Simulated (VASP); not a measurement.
# KI (Fm-3m) in VASP: settings compared

Aim: see how the results for KI move with the level of theory and the settings. Levels: r2SCAN, PBEsol. Tasks: single point.

Everything below comes from runs of VASP 6.6.1. Logs are shortened: lines on timing, memory, paths and dates and some standing lists are left out, and cuts for length are marked.

**Measured values to compare with.**

A printed reference work, monograph reports, for a bulk crystal of KI: band gap 6.32 eV.

The results are compared with them further down.

**1. The cell of the first run**

Symmetry: Fm-3m, No. 225, cubic system. Conventional cell: a = 7.112 Å, b = 7.112 Å, c = 7.112 Å, α = 90.00°, β = 90.00°, γ = 90.00°. I (site symmetry m-3m) has 6 K at 3.56 Å within 4.7 Å. K (site symmetry m-3m) has 6 I at 3.56 Å within 4.7 Å.

**2. Single point, r2SCAN**

POSCAR

```
KI
1.0
    0.0000000000      3.5561715428      3.5561715428
    3.5561715428      0.0000000000      3.5561715428
    3.5561715428      3.5561715428      0.0000000000
I K
1 1
Direct
    0.5000000000      0.5000000000      0.5000000000
    0.0000000000      0.0000000000      0.0000000000
```

INCAR.step1

```
  PREC = Accurate
  ENCUT = 520
  ISMEAR = -1
  SIGMA = 0.05
  LREAL = F
  LASPH = T
  NELM = 80
  NBANDS = 15
  GGA = PE
  ALGO = Normal
  EDIFF = 1E-4
  LWAVE = T
  LCHARG = F
```

INCAR.step2

```
  PREC = Accurate
  ENCUT = 520
  EDIFF = 1E-6
  ISMEAR = -1
  SIGMA = 0.05
  LREAL = F
  LASPH = T
  NELM = 80
  ALGO = Normal
  ISIF = 2
  LWAVE = F
  LCHARG = F
  METAGGA = R2SCAN
  LMIXTAU = T
  NBANDS = 15
  ISTART = 1
```

KPOINTS

```
Automatic mesh
0
Gamma
  7 7 7
```

Potentials or basis: VASP PAW PBE potentials, release 64 (I, K_sv).

Command:

```bash
$ cat potpaw_PBE.64/I/POTCAR potpaw_PBE.64/K_sv/POTCAR > POTCAR
$ cp INCAR.step1 INCAR
$ mpirun -np 1 vasp_std > vasp.out
$ cp INCAR.step2 INCAR
$ mpirun -np 1 vasp_std > vasp.out
```

OUTCAR:

```text
PREC = Accurate
   ENCUT = 520
   EDIFF = 1E-6
   ISMEAR = -1
   LREAL = F
   LASPH = T
   NELM = 80
   ISIF = 2
   METAGGA = R2SCAN
   ISTART = 1

 ion  position               nearest neighbor table
   1  0.500  0.500  0.500-   2 3.56   2 3.56   2 3.56   2 3.56   2 3.56   2 3.56
   2  0.000  0.000  0.000-   1 3.56   1 3.56   1 3.56   1 3.56   1 3.56   1 3.56

  LATTYP: Found a face centered cubic cell.
 ALAT       =     7.1123430856

  Lattice vectors:

 A1 = (   0.0000000000,   3.5561715428,   3.5561715428)
 A2 = (   3.5561715428,   0.0000000000,   3.5561715428)
 A3 = (   3.5561715428,   3.5561715428,   0.0000000000)

Analysis of symmetry for initial positions (statically):
=====================================================================
 Subroutine PRICEL returns:
 Original cell was already a primitive cell.

 Routine SETGRP: Setting up the symmetry group for a
 face centered cubic supercell.

 Subroutine GETGRP returns: Found 48 space group operations
 (whereof 48 operations were pure point group operations)
 out of a pool of 48 trial point group operations.

The static configuration has the point symmetry O_h .

Analysis of symmetry for dynamics (positions and initial velocities):
=====================================================================
 Subroutine PRICEL returns:
 Original cell was already a primitive cell.

 Routine SETGRP: Setting up the symmetry group for a
 face centered cubic supercell.

 Subroutine GETGRP returns: Found 48 space group operations
 (whereof 48 operations were pure point group operations)
 out of a pool of 48 trial point group operations.

The dynamic configuration has the point symmetry O_h .

 Subroutine INISYM returns: Found 48 space group operations
 (whereof 48 operations are pure point group operations),
 and found     1 'primitive' translations

----------------------------------------------------------------------------------------

                                     Primitive cell

  volume of cell :      89.9452

  direct lattice vectors                    reciprocal lattice vectors
     0.000000000  3.556171543  3.556171543    -0.140600641  0.140600641  0.140600641
     3.556171543  0.000000000  3.556171543     0.140600641 -0.140600641  0.140600641
     3.556171543  3.556171543  0.000000000     0.140600641  0.140600641 -0.140600641

  length of vectors
     5.029186026  5.029186026  5.029186026     0.243527455  0.243527455  0.243527455

  position of ions in fractional coordinates (direct lattice)
     0.500000000  0.500000000  0.500000000
     0.000000000  0.000000000  0.000000000

  ion indices of the primitive-cell ions
   primitive index   ion index
                 1           1
                 2           2

----------------------------------------------------------------------------------------

 KPOINTS: Automatic mesh

Automatic generation of k-mesh.
 Grid dimensions read from file:
 generate k-points for:    7    7    7

 Generating k-lattice:

  Cartesian coordinates                     Fractional coordinates (reciprocal lattice)
    -0.020085806  0.020085806  0.020085806     0.142857143  0.000000000  0.000000000
     0.020085806 -0.020085806  0.020085806     0.000000000  0.142857143  0.000000000
     0.020085806  0.020085806 -0.020085806     0.000000000  0.000000000  0.142857143

  Length of vectors
     0.034789636  0.034789636  0.034789636

  Shift w.r.t. Gamma in fractional coordinates (k-lattice)
     0.000000000  0.000000000  0.000000000

 Subroutine IBZKPT returns following result:
 ===========================================

 Found     20 irreducible k-points:

 Following reciprocal coordinates:
            Coordinates               Weight
  0.000000  0.000000  0.000000      1.000000
  0.142857  0.000000  0.000000      8.000000
  0.285714  0.000000  0.000000      8.000000
  0.428571  0.000000  0.000000      8.000000
  0.142857  0.142857  0.000000      6.000000
  0.285714  0.142857  0.000000     24.000000
[... 12 lines left out ...]
 -0.428571  0.428571  0.142857     24.000000
 -0.285714  0.428571  0.142857     24.000000
   k-points           NKPTS =     20   k-points in BZ     NKDIM =     20   number of bands    NBANDS=     15
   number of dos      NEDOS =    301   number of ions     NIONS =      2
   total plane-waves  NPLWV =  64000
   dimension x,y,z NGX =    40 NGY =   40 NGZ =   40
   dimension x,y,z NGXF=    80 NGYF=   80 NGZF=   80
   ions per type =               1   1
   NGX,Y,Z   is equivalent  to a cutoff of  13.22, 13.22, 13.22 a.u.
   NGXF,Y,Z  is equivalent  to a cutoff of  26.44, 26.44, 26.44 a.u.
 SYSTEM =  unknown system
   PREC   = accura    normal or accurate (medium, high low for compatibility)
   ISTART =      1    job   : 0-new  1-cont  2-samecut
   ICHARG =      0    charge: 1-file 2-atom 10-const
   ISPIN  =      1    spin polarized calculation?
   LNONCOLLINEAR =      F non collinear calculations
   LSORBIT =      F    spin-orbit coupling
   LASPH  =      T    aspherical Exc in radial PAW
   ENCUT  =  520.0 eV  38.22 Ry    6.18 a.u.   9.35  9.35  9.35*2*pi/ulx,y,z
   NELM   =     80;   NELMIN=  2; NELMDL=  0     # of ELM steps
   EDIFF  = 0.1E-05   stopping-criterion for ELM
   LREAL  =      F    real-space projection
   EDIFFG = 0.1E-04   stopping-criterion for IOM
   NSW    =      0    number of steps for IOM
   IBRION =     -1    ionic relax: 0-MD 1-quasi-New 2-CG
   NFREE  =      0    steps in history (QN), initial steepest desc. (CG)
   ISIF   =      2    stress and relaxation
   ISYM   =      2    0-nonsym 1-usesym 2-fastsym
   POTIM  = 0.5000    time-step for ionic-motion
   TEBEG  =    0.0;   TEEND  =   0.0 temperature during run
   PSTRESS=    0.0 pullay stress
   NELECT =      16.0000    total number of electrons
   NUPDOWN=      -1.0000    fix difference up-down
   EMIN   =  10.00;   EMAX   =-10.00  energy-range for DOS
   EFERMI =   0.00;   METHOD = LEGACY
   ISMEAR =    -1;   SIGMA  =   0.05  broadening in eV -4-tet -1-fermi 0-gaus
   EFERMI_NEDOS =   21; number of points for ismear=-14 and -15
   IALGO  =     38    algorithm
   IMIX   =      4    mixing-type and parameters
     AMIX     =   0.40;   BMIX     =  1.00
     AMIX_MAG =   1.60;   BMIX_MAG =  1.00
  volume/ion in A,a.u.               =      44.97       303.49
  Fermi-wavevector in a.u.,A,eV,Ry     =   0.920708  1.739887 11.533714  0.847704
  Thomas-Fermi vector in A             =   2.046044
   LORBIT       =      0    0 simple, 1 ext, 2 COOP (PROOUT), +10 PAW based schemes
   METAGGA = R2SCAN    functional components
   LHFCALC =     F    Hartree Fock is set to
   AEXX    =    0.0000 exact exchange contribution
   IVDW    =     0    specifies the selected vdW correction
   LEPSILON=     F    determine dielectric tensor
   LRPA    =     F    only Hartree local field effects (RPA)
 non-spin polarized calculation
  energy-cutoff  :      520.00
  volume of cell :       89.95
 maximum number of plane-waves:      2442
 NGX is ok and might be reduce to    40
   NGX = 19   NGY = 19   NGZ = 19

 number of electron      15.9999999 magnetization

 Free energy of the ion-electron system (eV)
  ---------------------------------------------------
  ext. energy  EPLUGINS =         0.00000000
  ---------------------------------------------------
  free energy    TOTEN  =       -33.98424445 eV

  energy without entropy =      -33.98424445  energy(sigma->0) =      -33.98424445

 E-fermi :   0.1918     XC(G=0):  -7.4352

 val. band max:       -0.8565847614   @ k =   0.0000   0.0000   0.0000
 cond. band min:       3.7009706135   @ k =   0.0000   0.0000   0.0000
 fundamental gap:      4.5575553750
 Fermi energy:         0.1918062970

 k-point     1 :       0.0000    0.0000    0.0000
  band No.  band energies     occupation
      1     -30.5501      2.00000
      2     -13.2626      2.00000
      3     -13.2626      2.00000
      4     -13.2626      2.00000
      5     -11.6394      2.00000
      6      -0.8566      2.00000
      7      -0.8566      2.00000
      8      -0.8566      2.00000
      9       3.7010      0.00000
     10       6.2012      0.00000
     11       6.2013      0.00000
     12       6.2013      0.00000
     13       7.0393      0.00000
     14       7.0393      0.00000
     15       9.3815      0.00000

 k-point     2 :       0.1429    0.0000    0.0000
  band No.  band energies     occupation
      1     -30.5498      2.00000
      2     -13.2902      2.00000
      3     -13.2630      2.00000
      4     -13.2630      2.00000
      5     -11.5874      2.00000
      6      -1.1594      2.00000
      7      -0.9212      2.00000
      8      -0.9212      2.00000
      9       4.1672      0.00000
     10       6.0943      0.00000
     11       6.4254      0.00000
     12       6.4254      0.00000
     13       7.2711      0.00000
     14       7.2711      0.00000
     15      10.0971      0.00000

 k-point     3 :       0.2857    0.0000    0.0000
  band No.  band energies     occupation
      1     -30.5491      2.00000
      2     -13.3473      2.00000
      3     -13.2638      2.00000
      4     -13.2638      2.00000
      5     -11.4743      2.00000
      6      -1.7126      2.00000
      7      -1.0583      2.00000
      8      -1.0583      2.00000
      9       4.8898      0.00000
     10       6.4103      0.00000
     11       6.9947      0.00000
     12       6.9947      0.00000
     13       7.9271      0.00000
     14       7.9271      0.00000
     15       9.8881      0.00000

 k-point     4 :       0.4286    0.0000    0.0000
  band No.  band energies     occupation
      1     -30.5485      2.00000
      2     -13.3891      2.00000
      3     -13.2644      2.00000
      4     -13.2644      2.00000
      5     -11.3861      2.00000
      6      -2.0810      2.00000
      7      -1.1613      2.00000
      8      -1.1613      2.00000
      9       5.1216      0.00000
     10       7.2742      0.00000
     11       7.6900      0.00000
     12       7.6900      0.00000
     13       8.5325      0.00000
     14       8.5325      0.00000
     15       9.2831      0.00000
[... 235 lines left out ...]
 k-point    18 :      -0.4286    0.2857    0.1429
  band No.  band energies     occupation
      1     -30.5481      2.00000
      2     -13.3492      2.00000
      3     -13.2805      2.00000
      4     -13.2712      2.00000
      5     -11.4187      2.00000
      6      -1.8641      2.00000
      7      -1.4000      2.00000
      8      -1.2380      2.00000
      9       5.7026      0.00000
     10       6.4092      0.00000
     11       6.8979      0.00000
     12       8.2325      0.00000
     13       8.4350      0.00000
     14       8.7241      0.00000
     15       9.7916      0.00000

 k-point    19 :      -0.4286    0.4286    0.1429
  band No.  band energies     occupation
      1     -30.5479      2.00000
      2     -13.3149      2.00000
      3     -13.2836      2.00000
      4     -13.2826      2.00000
      5     -11.4561      2.00000
      6      -1.7764      2.00000
      7      -1.3490      2.00000
      8      -1.3135      2.00000
      9       5.1468      0.00000
     10       6.1274      0.00000
     11       7.1707      0.00000
     12       8.2142      0.00000
     13       8.5194      0.00000
     14       9.3080      0.00000
     15       9.8097      0.00000

 k-point    20 :      -0.2857    0.4286    0.1429
  band No.  band energies     occupation
      1     -30.5478      2.00000
      2     -13.3198      2.00000
      3     -13.2925      2.00000
      4     -13.2796      2.00000
      5     -11.4352      2.00000
      6      -1.6263      2.00000
      7      -1.6185      2.00000
      8      -1.3214      2.00000
      9       5.7328      0.00000
     10       6.5193      0.00000
     11       6.5760      0.00000
     12       8.0623      0.00000
     13       8.6066      0.00000
     14       9.1283      0.00000
     15      10.0262      0.00000

------------------------ aborting loop because EDIFF is reached ----------------------------------------

  FORCE on cell =-STRESS in cart. coord.  units (eV):
  Direction    XX          YY          ZZ          XY          YZ          ZX
  --------------------------------------------------------------------------------------
  -------------------------------------------------------------------------------------
  Total       -0.0569993     -0.0569993     -0.0569993      0.0000000      0.0000000     -0.0000000
  in kB       -1.0153181     -1.0153181     -1.0153181      0.0000000      0.0000000     -0.0000000
  external PRESSURE =      -1.0153181 kB  Pullay stress =       0.0000000 kB

 VOLUME and BASIS-vectors are now :
 -----------------------------------------------------------------------------
  energy-cutoff  :      520.00
  volume of cell :       89.95
      direct lattice vectors                 reciprocal lattice vectors
     0.000000000  3.556171543  3.556171543    -0.140600641  0.140600641  0.140600641
     3.556171543  0.000000000  3.556171543     0.140600641 -0.140600641  0.140600641
     3.556171543  3.556171543  0.000000000     0.140600641  0.140600641 -0.140600641

 POSITION                                       TOTAL-FORCE (eV/Angst)
 -----------------------------------------------------------------------------------
      3.55617      3.55617      3.55617         0.000000      0.000000      0.000000
      0.00000      0.00000      0.00000         0.000000      0.000000      0.000000
 -----------------------------------------------------------------------------------
    total drift:                                0.000000     -0.000000     -0.000000

  FREE ENERGIE OF THE ION-ELECTRON SYSTEM (eV)
  ---------------------------------------------------
  free  energy   TOTEN  =       -33.9842444502 eV

  energy  without entropy=      -33.9842444501  energy(sigma->0) =      -33.98424445
```

It took 78 s on 1 thread of Intel Xeon Platinum 8559C (Emerald Rapids), shared host; peak memory 0.26 GiB.

What came out:

```yaml
Free_energy: -33.9842 eV
Pressure: -0.1 GPa
Band_gap_on_the_k_mesh: 4.56 eV, direct
```

Levels at points of the mesh, in eV from the valence-band top:
| k point | band 5 | band 6 | band 7 | band 8 | band 9 | band 10 | band 11 | band 12 |
| --- | --- | --- | --- | --- | --- | --- | --- | --- |
| (0.00, 0.00, 0.00) | -10.78 | 0.00 | 0.00 | 0.00 | 4.56 | 7.06 | 7.06 | 7.06 |

Caveat: the PAW data sets were made with another functional, which shifts forces and pressure a little; spin-orbit coupling is left out, which moves the levels of the heavy elements.

**3. Single point, r2SCAN**

This run uses another cell than the first one, of 45.85 Å³/atom, 1.020 times its volume.

POSCAR

```
KI
1.0
    0.0000000000      3.5792642128      3.5792642128
    3.5792642128      0.0000000000      3.5792642128
    3.5792642128      3.5792642128      0.0000000000
I K
1 1
Direct
    0.5000000000      0.5000000000      0.5000000000
    0.0000000000      0.0000000000      0.0000000000
```

INCAR.step1

```
SYSTEM = KI
ALGO = Normal ; EDIFF = 1E-4
ENCUT = 520 ; GGA = PE
ISMEAR = -1 ; LASPH = .TRUE.
LCHARG = .FALSE. ; LREAL = .FALSE.
LWAVE = .TRUE. ; NBANDS = 15
NELM = 60 ; PREC = Accurate
SIGMA = 0.05
```

INCAR.step2

```
SYSTEM = KI
ALGO = Normal ; EDIFF = 1E-7
ENCUT = 520 ; ISIF = 2
ISMEAR = -1 ; ISTART = 1
LASPH = .TRUE. ; LCHARG = .TRUE.
LELF = .TRUE. ; LMIXTAU = .TRUE.
LREAL = .FALSE. ; LVHAR = .TRUE.
LWAVE = .FALSE. ; METAGGA = R2SCAN
NBANDS = 15 ; NELM = 60
PREC = Accurate ; SIGMA = 0.05
```

KPOINTS

```
k-points
0
G
  7 7 7
  0 0 0
```

Potentials or basis: VASP PAW PBE potentials, release 64 (I, K_sv).

Command:

```bash
$ cat potpaw_PBE.64/I/POTCAR potpaw_PBE.64/K_sv/POTCAR > POTCAR
$ cp INCAR.step1 INCAR
$ mpirun -np 1 vasp_std > vasp.out
$ cp INCAR.step2 INCAR
$ mpirun -np 1 vasp_std > vasp.out
```

It took 87 s on 1 thread of Intel Xeon Platinum 8559C (Emerald Rapids), shared host; peak memory 0.27 GiB.

The run converged. Its results:

| Quantity | Value |
| --- | --- |
| Free energy | -33.9821 eV |
| Pressure | -0.3 GPa |
| Band gap on the k mesh | 4.51 eV, direct |

Levels at points of the mesh, in eV from the valence-band top:
```csv
k point,band 6,band 7,band 8,band 9,band 10,band 11
"(0.00, 0.00, 0.00)",0.00,0.00,0.00,4.51,7.07,7.07
```

Caveat: the PAW data sets were made with another functional, which shifts forces and pressure a little; spin-orbit coupling is left out, which moves the levels of the heavy elements.

**4. Single point, r2SCAN**

This run uses another cell than the first one, of 46.74 Å³/atom, 1.039 times its volume.

POSCAR

```
KI
1.0
    0.0000000000      3.6020626887      3.6020626887
    3.6020626887      0.0000000000      3.6020626887
    3.6020626887      3.6020626887      0.0000000000
I K
1 1
Direct
    0.5000000000      0.5000000000      0.5000000000
    0.0000000000      0.0000000000      0.0000000000
```

INCAR.step1

```
PREC = Accurate ; ENCUT = 520
ISMEAR = -1 ; SIGMA = 0.05
LREAL = F ; LASPH = T
NELM = 80 ; NBANDS = 15
GGA = PE ; ALGO = Normal
EDIFF = 1E-4 ; LWAVE = T
LCHARG = F
```

INCAR.step2

```
PREC = Accurate ; ENCUT = 520
EDIFF = 1E-6 ; ISMEAR = -1
SIGMA = 0.05 ; LREAL = F
LASPH = T ; NELM = 80
ALGO = Normal ; ISIF = 2
LWAVE = F ; LCHARG = F
METAGGA = R2SCAN ; LMIXTAU = T
NBANDS = 15 ; ISTART = 1
```

KPOINTS

```
Automatic mesh
0
Gamma
  7 7 7
```

Command:

```bash
$ cat potpaw_PBE.64/I/POTCAR potpaw_PBE.64/K_sv/POTCAR > POTCAR
$ cp INCAR.step1 INCAR
$ mpirun -np 1 vasp_std > vasp.out
$ cp INCAR.step2 INCAR
$ mpirun -np 1 vasp_std > vasp.out
```

Wall time 79 s (1 thread of Intel Xeon Platinum 8559C (Emerald Rapids), shared host); peak memory 0.26 GiB.

Results (log left out):

| Item | Value |
| --- | --- |
| Free energy | -33.9777 eV |
| Pressure | -0.5 GPa |
| Band gap on the k mesh | 4.46 eV, direct |

Levels at points of the mesh, in eV from the valence-band top:
| k point | band 6 | band 7 | band 8 | band 9 | band 10 | band 11 |
| --- | --- | --- | --- | --- | --- | --- |
| (0.00, 0.00, 0.00) | 0.00 | 0.00 | 0.00 | 4.46 | 7.07 | 7.07 |

Caveat: the PAW data sets were made with another functional, which shifts forces and pressure a little; spin-orbit coupling is left out, which moves the levels of the heavy elements.

[end of part 1 of 2]
